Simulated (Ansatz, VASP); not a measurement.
# Ru in VASP and in Ansatz

The input INCAR:

```
SYSTEM = Ru
PREC = Accurate ; ENCUT = 520
EDIFF = 1E-6 ; ISMEAR = 0
SIGMA = 0.15 ; LREAL = .False.
LASPH = .True. ; NELM = 100
ALGO = Fast ; ISIF = 2
LWAVE = .False. ; LCHARG = .False.
GGA = PS ; NBANDS = 21
```

Contents of KPOINTS:

```
Automatic mesh
0
Gamma
  18 18 10
  0 0 0
```

File POSCAR:

```
Ru
1.0
    2.7650000000      0.0000000000      0.0000000000
   -1.3825000000      2.3945602415      0.0000000000
    0.0000000000      0.0000000000      4.3544000000
Ru
2
Direct
    0.3333333333      0.6666666667      0.2500000000
    0.6666666667      0.3333333333      0.7500000000
```

Input for Ansatz:

```yaml
crystal:
  lattice:
    - [2.765, 0.0, 0.0]
    - [-1.3825, 2.3945602415, 0.0]
    - [0.0, 0.0, 4.3544]
  atoms:
    - { symbol: Ru, position: [0.3333333333, 0.6666666667, 0.25] }
    - { symbol: Ru, position: [0.6666666667, 0.3333333333, 0.75] }
basis:
  ecutwfc: 420
kpoints:
  mp_grid: { grid: [18, 18, 10] }
hamiltonian:
  xc: pbesol
  pseudopotentials: { kind: paw, azcp: { folder: soft_1 } }
scf:
  occupations: { method: gaussian, width: 0.15 }
output:
  forces: true
  stress: true
  eigenvalues: true
```

Alike in both runs: task single point; functional PBEsol; k mesh 18 × 18 × 10; occupations gaussian, width 0.15 eV; no spin polarisation.

```csv
,VASP,Ansatz
version,VASP 6.6.1,Ansatz 0.2.0
potentials or method,"VASP PAW PBE potentials, release 64 (Ru_pv)","scalar-relativistic, plane waves, PAW"
plane-wave cutoff (eV),520,420
valence electrons in the cell,28,32
```

```csv
,VASP,Ansatz,Ansatz less VASP
gap on the k mesh at the Fermi level (eV),none,none,-
pressure (GPa),-22.7,-22.6,+0.13
largest component of the traceless stress (GPa),0.09,0.08,-0.005
```

A gap of «none» marks a metal or a gap that the smearing closes. The two sets of potentials don't hold the same shells in valence. Ansatz warned: «pseudo_functional_mismatch».

Caveats: so large a pressure means that the cell lies far from this level's equilibrium, or that cutoff or potentials fall short (VASP); the potentials were made for another functional, which shifts forces and pressure (VASP).
